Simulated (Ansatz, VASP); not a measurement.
## HfO2: VASP beside Ansatz

Wanted: the spread between two codes on one cell, functional and k mesh. The structure shown is the end of the Ansatz relaxation below.

Main program and level: Ansatz 0.2.0; plane waves, with VASP 6.6.1 beside it; single point at PBEsol.

## Step 1: The starting structure

Symmetry: Pca2_1, No. 29, orthorhombic system. Conventional cell: a = 5.144 Å, b = 4.920 Å, c = 4.915 Å, α = 90.00°, β = 90.00°, γ = 90.00°. Nearest to Hf lie 7 O at 2.00 to 2.17 Å. O has 3 Hf at 2.00 to 2.14 Å nearest. Nearest to O lie 4 Hf at 2.08 to 2.17 Å. Farther neighbours and most contacts between anions are not listed.

## Step 2: Ansatz: relaxation, PBEsol

Ansatz runs on its PAW soft_1 files.

This run makes the geometry at which the two programs are then compared.

input.yaml

```yaml
crystal:
  lattice:
    - [5.2286293668, 0.0, 0.0]
    - [0.0, 5.0178188899, 0.0]
    - [0.0, 0.0, 5.0422500836]
  atoms:
    - { symbol: Hf, position: [0.9671097777, 0.7324278602, 0.7526445517] }
    - { symbol: Hf, position: [0.0328902223, 0.2675721398, 0.2526445517] }
    - { symbol: Hf, position: [0.4671097777, 0.2675721398, 0.7526445517] }
    - { symbol: Hf, position: [0.5328902223, 0.7324278602, 0.2526445517] }
    - { symbol: O, position: [0.6319774047, 0.9282762802, 0.8902417755] }
    - { symbol: O, position: [0.3680225953, 0.0717237198, 0.3902417755] }
    - { symbol: O, position: [0.1319774047, 0.0717237198, 0.8902417755] }
    - { symbol: O, position: [0.8680225953, 0.9282762802, 0.3902417755] }
    - { symbol: O, position: [0.7659856406, 0.4596735089, 0.0011136727] }
    - { symbol: O, position: [0.2340143594, 0.5403264911, 0.5011136727] }
    - { symbol: O, position: [0.2659856406, 0.5403264911, 0.0011136727] }
    - { symbol: O, position: [0.7340143594, 0.4596735089, 0.5011136727] }
kpoints:
  mp_grid: { grid: [6, 6, 6] }
scf:
  occupations: { method: fermi_dirac, width: 0.02 }
hamiltonian:
  xc: pbesol
  pseudopotentials: { kind: paw, azcp: { folder: soft_1 }, xc_functional: pbe }
basis:
  ecutwfc: 600
output:
  forces: true
  stress: true
relax:
  f_tol: 0.005
  max_steps: 70
  cell: { stress_tol: 0.02, p_target: 15 }
```

Command:

```sh
ansatz run input.yaml --threads 4 --pin off --max-ram 10240MiB --backend cpu --events-out ev --progress --plain --runs-dir out
```

Numbers of over 12 decimals in the logs are rounded to 6 here.

Output:

```text
Engine: ansatz 0.2.0, x86_64-unknown-linux-gnu
Pseudopotentials: kind: paw
Pseudopotential: Hf, paw, valence charge 26, recommended cutoff 420 eV (normal), soft_1/Hf.paw.azcp
Pseudopotential: O, paw, valence charge 6, recommended cutoff 420 eV (normal), soft_1/O.paw.azcp
Functional definition: PBEsol
  exchange = pbesol_x
  correlation = pbesol_c
Crystal: 12 atoms, lattice volume = 132.290 Å³
Basis set: ecut = 600 eV, 4433 PW (Γ), exchange–correlation on 90×90×90 points (8 copies of the dense FFT grid, shifted against one another)
Bands: 92, of which v1, the nominal top of the filled ones, is band 76 counted from 1 (75 counted from 0)
Symmetry: 4 space group operations
Space group: Pca21 (ITA 29), of the structure as read, at distance tolerance 5.1e-5 Å
k-points: 64 of 216 (time reversal used)
Non-local potential: Hf, projectors of the file, l = 0: 3, l = 1: 2, l = 2: 2, l = 3: 3
Non-local potential: O, projectors of the file, l = 0: 2, l = 1: 2, l = 2: 1
PAW form: soft (Blöchl's): semilocal exchange-correlation on the pseudo side does not see the compensation charge
PAW frozen core: Hf, regenerated for the run's functional, and the local potential with it (the file was generated under x = pbe(κ = 0.804, μ = 0.219515), c = pbe(β = 0.066725))
PAW frozen core: O, regenerated for the run's functional, and the local potential with it (the file was generated under x = pbe(κ = 0.804, μ = 0.219515), c = pbe(β = 0.066725))
PAW one-centre angular grid: Hf, 590 points (default); XC on 64 Gauss nodes
PAW one-centre angular grid: O, 110 points (default); XC on 64 Gauss nodes
Initial density: superposition of atomic densities (chi_scale 0.1, normalization cell, long waves kept (reshape's long-wave potential 0.01 eV rms))
Initial wavefunctions: pseudopotential atomic-orbital guess
Functional: x = pbesol(κ = 0.804, μ = 0.123457), c = pbesol(β = 0.046)
SCF iter   1: F=—  HF=-66906.766866 eV  |F-HF|=—  |Δ(HF+E_count)|=         —  Δρ=9.36e-2  dr2=8.94e0  ethr=3.10e-3  ⟨swp⟩=6.0  Hψ=17730  notcnv=0  defer=178
preconditioner: auto → Resta (q_TF=auto, 2.792 Å⁻¹)  ε∞=5.1  [insulator: Δε(μ)=3.361 eV  Ē_g=19.187 eV  σ=0.020 eV  W_gap=1.00  n_scr=52 (ndim 8)  ℏωp=38.7 eV  f_vac=0.000  D(μ)=0.00/eV (n_scr^D=0)  ε∞_Penn≈5.1]
SCF iter   2: F=—  HF=-66904.739167 eV  |F-HF|=—  |Δ(HF+E_count)|=    2.03e0  Δρ=4.24e-2  dr2=2.04e0  ethr=3.10e-3  ⟨swp⟩=2.9  Hψ=12049  notcnv=0  defer=606
SCF iter   3: F=—  HF=-66904.177019 eV  |F-HF|=—  |Δ(HF+E_count)|=   5.62e-1  Δρ=2.22e-2  dr2=5.96e-1  ethr=1.34e-3  ⟨swp⟩=2.0  Hψ=9198  notcnv=0  defer=606
SCF iter   4: F=—  HF=-66904.036795 eV  |F-HF|=—  |Δ(HF+E_count)|=   1.40e-1  Δρ=8.42e-3  dr2=5.48e-2  ethr=3.92e-4  ⟨swp⟩=3.0  Hψ=10941  notcnv=0  defer=606
SCF iter   5: F=—  HF=-66904.065783 eV  |F-HF|=—  |Δ(HF+E_count)|=   2.90e-2  Δρ=3.34e-3  dr2=1.74e-2  ethr=3.61e-5  ⟨swp⟩=2.0  Hψ=9654  notcnv=0  defer=607
SCF iter   6: F=—  HF=-66904.057582 eV  |F-HF|=—  |Δ(HF+E_count)|=   8.20e-3  Δρ=8.50e-4  dr2=8.06e-4  ethr=1.15e-5  ⟨swp⟩=2.0  Hψ=10588  notcnv=0  defer=606
SCF iter   7: F=—  HF=-66904.058692 eV  |F-HF|=—  |Δ(HF+E_count)|=   1.11e-3  Δρ=5.09e-4  dr2=2.48e-4  ethr=5.30e-7  ⟨swp⟩=2.0  Hψ=10193  notcnv=0  defer=606
SCF iter   8: F=—  HF=-66904.058703 eV  |F-HF|=—  |Δ(HF+E_count)|=   1.12e-5  Δρ=2.97e-4  dr2=9.05e-5  ethr=1.63e-7  ⟨swp⟩=2.0  Hψ=9165  notcnv=0  defer=606
SCF iter   9: F=—  HF=-66904.058593 eV  |F-HF|=—  |Δ(HF+E_count)|=   1.10e-4  Δρ=4.62e-5  dr2=1.89e-6  ethr=5.96e-8  ⟨swp⟩=2.0  Hψ=9424  notcnv=0  defer=606
SCF iter  10: F=-66904.058595 eV  HF=-66904.058595 eV  |F-HF|=3.14e-8  |Δ(HF+E_count)|=   1.46e-6  Δρ=8.18e-6  dr2=7.34e-8  ethr=6.58e-11  ⟨swp⟩=3.5  Hψ=24464  notcnv=0
SCF 1 converged in 10 iterations: F = -66904.058595 eV  dr2 = 7.34e-8
  greatest PAW one-centre occupation: 0.999 electrons in one spin orbital (limit 2), on the Hf atom at site 2 (counted from 0), in its partial waves of l = 3
relax step   1: F+E_penalty+E_count = -66904.05859463 eV  Δ(F+E_penalty+E_count) = +0.000e0 eV  max|allowed force component| = 1.852e-3 eV/Å  Δτ_max = 0.0000 Å  P = -0.016 GPa  Ω = 132.290 Å³  (10 SCF iters, dr2 threshold 1.00e-7 eV, accepted)
[...]
relax step   6: F+E_penalty+E_count = -66903.70430817 eV  Δ(F+E_penalty+E_count) = +2.426e-2 eV  max|allowed force component| = 5.329e-3 eV/Å  Δτ_max = 0.0184 Å  P = +15.003 GPa  Ω = 124.404 Å³  energy of the carried Pulay correction = +1.201e-3 eV  (6 SCF iters, dr2 threshold 6.29e-7 eV, accepted)
[...]
relax step   7: F+E_penalty+E_count = -66903.70296288 eV  Δ(F+E_penalty+E_count) = +1.345e-3 eV  max|allowed force component| = 8.023e-4 eV/Å  Δτ_max = 0.0022 Å  P = +15.001 GPa  Ω = 124.390 Å³  energy of the carried Pulay correction = +1.203e-3 eV  (7 SCF iters, dr2 threshold 1.78e-9 eV, accepted)
[...]
relax step   8: F+E_penalty+E_count = -66903.70178858 eV  Δ(F+E_penalty+E_count) = +1.174e-3 eV  max|allowed force component| = 8.004e-4 eV/Å  Δτ_max = 0.0000 Å  P = +15.000 GPa  Ω = 124.390 Å³  stress off target by 3.02e-3 GPa  SCF on the basis re-selected at this cell (its energy is not comparable with the rows above)  (6 SCF iters)
basis re-selected at this cell: Δ(F+E_penalty+E_count) = +1.174e-3 eV, ΔP = -0.001 GPa vs the last step (what re-selecting the basis moved, of the pressure what is left beyond the Pulay correction that the steps carried, after the strain that the cell walked since its last selection, with what the two solves' SCF thresholds leave and, on support functions, any second-order correction that the steps lacked; it is no measure of the basis error at this ecutwfc). The dense FFT grid was sized anew with the basis: this SCF ran on 45×40×40 points, the steps before it on 45×45×45, so part of this shift can come from that change (see relax.cell in the input reference). [rest of the remark cut]
SCF converged after 6 iterations
Free energy (F): -66903.701789 eV
Harris-Foulkes:  -66903.701789 eV  (|F-HF|=1.46e-11)
Internal energy: -66903.701789 eV  (E = F + TS)
E sigma→0 (E₀):  -66903.701789 eV
Fermi energy:    17.123681 eV
--- Per-component energies (eV) ---
  E_band       = 143.528428
  E_kinetic    = 2990.866828
  E_local      = -27626.308473  (includes V_loc(G=0)·N_el)
  E_nonlocal   = 711.879249
  E_hartree    = 13223.531825
  E_xc         = -1629.430178
  E_vxc        = -1751.911780  (∫ρ·V_xc dr)
  E_paw        = -31580.825994  (= ΣΔE_a)
  E_vpaw       = -628.062871  (= ΣTr[D̂ρ^β])
  E_aug_tail   = 0.001689  (compensation charges beyond the density's cutoff)
  E_ewald      = -22998.703263
  E_core_change = 5.286528  (= ΣΔE_core)
  E_smearing   = -0.000000  (= −TS)
  E_closure    = -0.000000  (closes the sum)
  Σ components = -66903.701789   (vs F -66903.701789, Δ=0.00e0)
--- Forces (eV/Å), atoms counted from 1 ---
  atom   1  Hf     0.00080036     0.00049041    -0.00048439
  atom   2  Hf    -0.00080036    -0.00049041    -0.00048439
  atom   3  Hf     0.00080036    -0.00049041    -0.00048439
  atom   4  Hf    -0.00080036     0.00049041    -0.00048439
  atom   5  O      0.00001608    -0.00006900     0.00041022
  atom   6  O     -0.00001608     0.00006900     0.00041022
  atom   7  O      0.00001608     0.00006900     0.00041022
  atom   8  O     -0.00001608    -0.00006900     0.00041022
  atom   9  O     -0.00072329    -0.00065463     0.00007465
  atom  10  O      0.00072329     0.00065463     0.00007465
  atom  11  O     -0.00072329     0.00065463     0.00007465
  atom  12  O      0.00072329    -0.00065463     0.00007465
  max |Σ_I F_I| component: 1.93e-6 eV/Å
--- Stress (GPa, compression-positive) ---
       15.003015       0.000000       0.000000
        0.000000      14.999545       0.000000
        0.000000       0.000000      14.997236
  P = ⅓ Tr σ = 14.9999 GPa (149.999 kbar)
--- Relaxed structure (7 steps of the walk, 6 accepted, 1 SCFs on fresh bases) ---
  F+E_penalty+E_count = -66903.70178858 eV   max|allowed force component| = 8.004e-4 eV/Å   (the final SCF, on the basis selected at the relaxed cell)
  cell:  # Å, volume = 124.3895 Å³
    - [5.143920, 0.0, 0.0]
    - [0.0, 4.920129, 0.0]
    - [0.0, 0.0, 4.914881]
  atoms:
    - { symbol: Hf, position: [0.966163, 0.730226, 0.759561] }
    - { symbol: Hf, position: [0.033837, 0.269774, 0.259561] }
    - { symbol: Hf, position: [0.466163, 0.269774, 0.759561] }
    - { symbol: Hf, position: [0.533837, 0.730226, 0.259561] }
    - { symbol: O, position: [0.620135, 0.914797, 0.875768] }
    - { symbol: O, position: [0.379865, 0.085203, 0.375768] }
    - { symbol: O, position: [0.120135, 0.085203, 0.875768] }
    - { symbol: O, position: [0.879865, 0.914797, 0.375768] }
    - { symbol: O, position: [0.757624, 0.451817, 0.00867141] }
    - { symbol: O, position: [0.242376, 0.548183, 0.508671] }
    - { symbol: O, position: [0.257624, 0.548183, 0.00867141] }
    - { symbol: O, position: [0.742376, 0.451817, 0.508671] }
```

## Step 3: VASP: single point, PBEsol

The same cell, functional, mesh and smearing now go to VASP, with its own data sets.

Lines of VASP's logs that name or quote its potential files are left out, and so is its time.

INCAR

```
SYSTEM = HfO2
PREC = Accurate
ENCUT = 600
EDIFF = 1E-06
NELM = 120
ISMEAR = -1
SIGMA = 0.02
LREAL = .FALSE.
ALGO = Normal
GGA = PS
NBANDS = 56
LASPH = .TRUE.
LORBIT = 11
LWAVE = .FALSE.
LCHARG = .FALSE.
ISIF = 2
GGA_COMPAT = .FALSE.
EFERMI = MIDGAP
KPAR = 2
```

POSCAR

```
HfO2
1.0
    5.1439204466      0.0000000000      0.0000000000
    0.0000000000      4.9201294007      0.0000000000
    0.0000000000      0.0000000000      4.9148809201
Hf O
4 8
Direct
    0.9661631478      0.7302259777      0.7595609923
    0.0338368522      0.2697740223      0.2595609923
    0.4661631478      0.2697740223      0.7595609923
    0.5338368522      0.7302259777      0.2595609923
    0.6201349869      0.9147965440      0.8757675962
    0.3798650131      0.0852034560      0.3757675962
    0.1201349869      0.0852034560      0.8757675962
    0.8798650131      0.9147965440      0.3757675962
    0.7576235184      0.4518174343      0.0086714114
    0.2423764816      0.5481825657      0.5086714114
    0.2576235184      0.5481825657      0.0086714114
    0.7423764816      0.4518174343      0.5086714114
```

KPOINTS

```
Automatic mesh
0
Gamma
6 6 6
0 0 0
```

Potentials, in the order of the species: Hf_pv and O (PBE family, release 64).

Command:

```sh
mpirun -np 2 vasp_std
```

Output:

```text
[banner, memory and clock lines left out]
running    2 mpi-ranks, on    1 nodes
 distrk:  each k-point on    1 cores,    2 groups
 distr:  one band on    1 cores,    1 groups

 POSCAR found type information on POSCAR HfO
 POSCAR found :  2 types and      12 ions
|                                                                             |
|               ----> ADVICE to this user running VASP <----                  |
|                                                                             |
|     You enforced a specific xc type in the INCAR file but a different       |
|     [... a line on the potential file left out ...]
|     I HOPE YOU KNOW WHAT YOU ARE DOING!                                     |
|                                                                             |

 LDA part: xc-table for (Slater+PW92), standard interpolation
 POSCAR, INCAR and KPOINTS ok, starting setup
 FFT: planning ... GRIDC
 FFT: planning ... GRID_SOFT
 FFT: planning ... GRID
 WAVECAR not read
 entering main loop
       N       E                     dE             d eps       ncg     rms          rms(c)
DAV:   1     0.602173229452E+03    0.60217E+03   -0.55034E+04  7168   0.178E+03
DAV:   2    -0.109473119316E+03   -0.71165E+03   -0.68925E+03  8952   0.438E+02
DAV:   3    -0.145750637986E+03   -0.36278E+02   -0.36122E+02  8448   0.881E+01
DAV:   4    -0.146192059383E+03   -0.44142E+00   -0.44070E+00  8920   0.105E+01
DAV:   5    -0.146197886026E+03   -0.58266E-02   -0.58251E-02  8496   0.113E+00    0.122E+02
DAV:   6    -0.127287173332E+03    0.18911E+02   -0.92630E+01  8000   0.396E+01    0.981E+01
DAV:   7    -0.126950131176E+03    0.33704E+00   -0.49565E+00  8800   0.109E+01    0.476E+01
DAV:   8    -0.126929438775E+03    0.20692E-01   -0.25304E-01  8456   0.278E+00    0.738E+00
DAV:   9    -0.126903194818E+03    0.26244E-01   -0.10216E-01  8120   0.164E+00    0.424E+00
DAV:  10    -0.126901718940E+03    0.14759E-02   -0.11804E-02  8664   0.528E-01    0.870E-02
DAV:  11    -0.126901769658E+03   -0.50718E-04   -0.10080E-03  8688   0.154E-01    0.460E-02
DAV:  12    -0.126901778669E+03   -0.90109E-05   -0.47275E-05  8568   0.380E-02    0.286E-02
DAV:  13    -0.126901778171E+03    0.49782E-06   -0.13244E-05  8696   0.175E-02    0.821E-03
DAV:  14    -0.126901777984E+03    0.18727E-06   -0.13373E-06  5416   0.617E-03
   1 F= -.12690178E+03 E0= -.12690178E+03  d E =0.000000E+00
```

(Part 1 of 2 ends here.)

[Lines on the potential files, build, host, timing and source positions are cut from VASP's logs without a mark.]

[Logs are printed without paths, hosts, clocks, repeated set-up lines and the standing remarks that a program may print on its own settings, such as how far it seeks lower states.]

[Hosts, paths, dates, database ids (printed as entryN), source tags and the programs' standing remarks are cut or masked in the printed files.]
